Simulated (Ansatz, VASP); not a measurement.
# Ru (free-standing triangular Ru monolayer, spacing 2.603 A) in two plane-wave programs, part 2 of 2

Aim: how closely do two programs agree when they are given the same cell, functional and k mesh? The cell is taken from a series of runs on this material, whose earlier steps may have relaxed, scaled, displaced or heated it; both programs get it as it stands.

VASP 6.6.1 and Ansatz 0.2.0.

So far: Set-up; VASP: single point, PBE, pair 1; Ansatz: single point, PBE, pair 1; Side by side; Ansatz: single point, PBE, pair 2; VASP: single point, PBE, pair 2.

**6. VASP: single point, PBE, pair 2 (continued)**

Level of this step: PBE; plane waves and PAW (Ru_pv) (VASP).

Numbers of over 12 decimals in the logs are rounded to 6 here.

OUTCAR, selected parts (step 6):

```text
  Total        3.7431136      3.7431132     -0.0097728      0.0000000      0.0000000     -0.0000000
  in kB       83.9107032     83.9106935     -0.2190794      0.0000002      0.0000000     -0.0000000
  external PRESSURE =      55.8674391 kB  Pullay stress =       0.0000000 kB

 POSITION                                       TOTAL-FORCE (eV/Angst)
 -----------------------------------------------------------------------------------
      0.00000      0.00000      7.00000         0.000000      0.000000      0.000000
 -----------------------------------------------------------------------------------
    total drift:                               -0.000000     -0.000000      0.000000

  FREE ENERGIE OF THE ION-ELECTRON SYSTEM (eV)
  ---------------------------------------------------
  free  energy   TOTEN  =        -6.8336260789 eV

  energy  without entropy=       -6.8106265934  energy(sigma->0) =       -6.82212634

[... 1 part as in an earlier step ...]

[... 2 further parts left out ...]
[key lines of the parts left out:]
E-fermi :  -2.0560
```

**7. Side by side**

What differs besides the data sets and the points named for the pairs above, as far as they apply: the data sets hold 16 valence electrons in Ansatz (on its PAW soft_1 files) and 14 in VASP. Total energies have different zeros and are not compared.

The two programs side by side:

```
      quantity  Ansatz  VASP  difference
pressure (GPa)    5.55  5.59       -0.04
```

With vacuum in the cell, a pressure given here is an average over mostly empty space and none of the material.

**8. VASP: single point, PBE, pair 3**

With cell and atoms fixed, the geometry can't cause a difference; cores, projectors, grids and the points listed under the comparison can.

The input, INCAR:

```
SYSTEM = Ru
PREC = Accurate
ENCUT = 500
EDIFF = 1E-06
NELM = 120
ISMEAR = -1
SIGMA = 0.05
LREAL = .FALSE.
ALGO = Normal
GGA = PE
NBANDS = 13
LASPH = .TRUE.
LORBIT = 11
LWAVE = .FALSE.
LCHARG = .FALSE.
ISIF = 2
GGA_COMPAT = .FALSE.
```

The input, POSCAR:

```
Ru
1.0
    2.5237021300      0.0000000000      0.0000000000
   -1.2618510700      2.1855900400      0.0000000000
    0.0000000000      0.0000000000     14.0000000000
Ru
1
Direct
    0.0000000000      0.0000000000      0.5000000000
```

The input, KPOINTS:

```
Automatic mesh
0
Gamma
26 26 1
0 0 0
```

The projector-augmented-wave data sets are Ru_pv (PBE family, release 64).

Started as:

```
> mpirun -np 1 vasp_std
```

Output:

```text
[... set-up lines as in an earlier step ...]
 entering main loop
       N       E                     dE             d eps       ncg     rms          rms(c)
DAV:   1     0.691215008501E+02    0.69122E+02   -0.84117E+03  2396   0.862E+02
DAV:   2    -0.606711616632E+01   -0.75189E+02   -0.70609E+02  2060   0.220E+02
DAV:   3    -0.734700559075E+01   -0.12799E+01   -0.12283E+01  2080   0.291E+01
DAV:   4    -0.736993062252E+01   -0.22925E-01   -0.22917E-01  2615   0.342E+00
[...]
DAV:  16    -0.697614028056E+01   -0.11626E-04   -0.52598E-07  1643   0.246E-03    0.393E-04
DAV:  17    -0.697614400637E+01   -0.37258E-05   -0.18902E-07  1417   0.121E-03    0.124E-04
DAV:  18    -0.697614416461E+01   -0.15824E-06   -0.92193E-09  1420   0.296E-04
   1 F= -.69761442E+01 E0= -.69622435E+01  d E =-.278013E-01
```

Parts of OUTCAR (step 8):

```text
  Total        0.0971242      0.0971242     -0.0097746     -0.0000000      0.0000000     -0.0000000
  in kB        2.0151315      2.0151313     -0.2028022     -0.0000000      0.0000000     -0.0000000
  external PRESSURE =       1.2758202 kB  Pullay stress =       0.0000000 kB

 POSITION                                       TOTAL-FORCE (eV/Angst)
 -----------------------------------------------------------------------------------
      0.00000      0.00000      7.00000        -0.000000      0.000000      0.000000
 -----------------------------------------------------------------------------------
    total drift:                                0.000000      0.000000      0.000000

  FREE ENERGIE OF THE ION-ELECTRON SYSTEM (eV)
  ---------------------------------------------------
  free  energy   TOTEN  =        -6.9761441646 eV

  energy  without entropy=       -6.9483429102  energy(sigma->0) =       -6.96224354

[... 1 part as in an earlier step ...]

[... 2 further parts left out ...]
[key lines of the parts left out:]
E-fermi :  -2.3471
```

**9. Ansatz: single point, PBE, pair 3**

The same cell, functional, mesh and smearing now go to Ansatz.

The cell is taken from a series of runs on this material, whose earlier steps may have relaxed, scaled, displaced or heated it; both programs get it as it stands.

The input, input.yaml:

```yaml
crystal:
  lattice:
    - [2.52370213, 0.0, 0.0]
    - [-1.26185107, 2.18559004, 0.0]
    - [0.0, 0.0, 14.0]
  atoms:
    - { symbol: Ru, position: [0.0, 0.0, 0.5] }
kpoints:
  mp_grid: { grid: [26, 26, 1] }
hamiltonian:
  xc: pbe
  pseudopotentials: { kind: paw, azcp: { folder: soft_1 } }
scf:
  occupations: { method: fermi_dirac, width: 0.05 }
  max_iter: 120
  convergence: { dr2_threshold: 1.0e-08 }
basis:
  ecutwfc: 420.0
output:
  stress: true
```

Started as:

```
> ansatz run input.yaml --threads 1 --pin off --max-ram 2560MiB --backend cpu --events-out ev --progress --plain --runs-dir out
```

Output:

```text
[...]
Crystal: 1 atoms, lattice volume = 77.221 Å³
Basis set: ecut = 420 eV, 1529 PW (Γ)
Bands: 12, of which v1, the nominal top of the filled ones, is band 8 counted from 1 (7 counted from 0)
Symmetry: 24 space group operations
[...]
k-points: 70 of 676
[...]
SCF iter   1: F=—  HF=-5876.831947 eV  |F-HF|=—  |Δ(HF+E_count)|=         —  Δρ=4.25e-2  dr2=1.30e0  ethr=3.10e-3  ⟨swp⟩=6.9  Hψ=5489  notcnv=0
[...]
SCF iter   9: F=-5876.471701 eV  HF=-5876.471701 eV  |F-HF|=4.91e-11  |Δ(HF+E_count)|=   2.56e-8  Δρ=4.00e-7  dr2=2.92e-10  ethr=6.25e-11  ⟨swp⟩=5.1  Hψ=2908  notcnv=0
SCF 1 converged in 9 iterations: F = -5876.471701 eV  dr2 = 2.92e-10
[...]
SCF converged after 9 iterations
Free energy (F): -5876.471701 eV
[...]
Internal energy: -5876.443892 eV  (E = F + TS)
E sigma→0 (E₀):  -5876.457796 eV
Entropy (-TS):   -0.027808 eV (-27.808 meV/atom)
Fermi energy:    -0.501185 eV
[...]
--- Stress (GPa, compression-positive) ---
        0.193333       0.000000       0.000000
        0.000000       0.193333       0.000000
        0.000000       0.000000      -0.001177
  P = ⅓ Tr σ = 0.1285 GPa (1.285 kbar)
```

**10. Comparison**

What differs besides the data sets and the points named for the pairs above, as far as they apply: the data sets hold 16 valence electrons in Ansatz (on its PAW soft_1 files) and 14 in VASP. Total energies have different zeros and are not compared.

Compared:

```
      quantity  Ansatz  VASP  difference
pressure (GPa)    0.13  0.13        0.00
```

With vacuum in the cell, a pressure given here is an average over mostly empty space and none of the material.

**11. Results**

| Property | Result |
| --- | --- |
| difference in pressure (single point, PBE, pair 1) | -0.12 GPa |
| difference in pressure (single point, PBE, pair 2) | -0.036 GPa |
| difference in pressure (single point, PBE, pair 3) | 9.2e-4 GPa |

**Reading.** The difference in pressure is -0.12 GPa (single point, PBE, pair 1), within the 1 GPa picked in this series as the mark of a large difference. The data sets hold unlike numbers of valence electrons (16 in Ansatz and 14 in VASP), so part of the differences comes from the potentials. 5 further runs of this series are not shown here. How closely two codes agree says nothing of how well the functional describes the real material.

[Lines on the potential files, build, host, timing and source positions are cut from VASP's logs without a mark.]

[Logs are printed without paths, hosts, clocks, repeated set-up lines and the standing remarks that a program may print on its own settings, such as how far it seeks lower states.]

[Hosts, paths, dates, database ids (printed as entryN), source tags and the programs' standing remarks are cut or masked in the printed files.]
